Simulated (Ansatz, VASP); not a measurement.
PbS: VASP beside Ansatz

```
CELL_PARAMETERS angstrom
2.11266 1.21975 3.45192
-2.11266 1.21975 3.45192
0.00000 -2.43949 3.45192
ATOMIC_POSITIONS crystal
Pb 0.98057 0.98057 0.98057
S 0.47504 0.47504 0.47504
```

The cell is a database's computed one.

Alike in both runs: task single point; functional PBE; k mesh 8 × 8 × 8; occupations gaussian, width 0.05 eV; no spin polarisation.

|  | VASP | Ansatz |
| --- | --- | --- |
| version | VASP 6.6.1 | Ansatz 0.2.0 |
| potentials or method | VASP PAW PBE potentials, release 64 (Pb_d, S), cutoff 520 eV | all-electron LAPW, scalar-relativistic |

VASP gave:

```
gap on the k mesh at the Fermi level (eV) : 0.46
least direct gap on the mesh (eV)         : 0.46
pressure (GPa)                            : 0.8
rms of the force components (eV/Å)        : 0.011
```

Q: Which values does Ansatz return?

A: gap on the k mesh at the Fermi level (eV): 0.45; least direct gap on the mesh (eV): 0.45; pressure (GPa): 0.9; rms of the force components (eV/Å): 0.011.

Atom by atom the forces differ by 0.000 eV/Å (rms over components). Ansatz ran all-electron here, so the differences hold the error of VASP's frozen core and of both bases.

Caveats: spin-orbit coupling is left out, which as a rule narrows the gap of such compounds by several tenths of an eV.
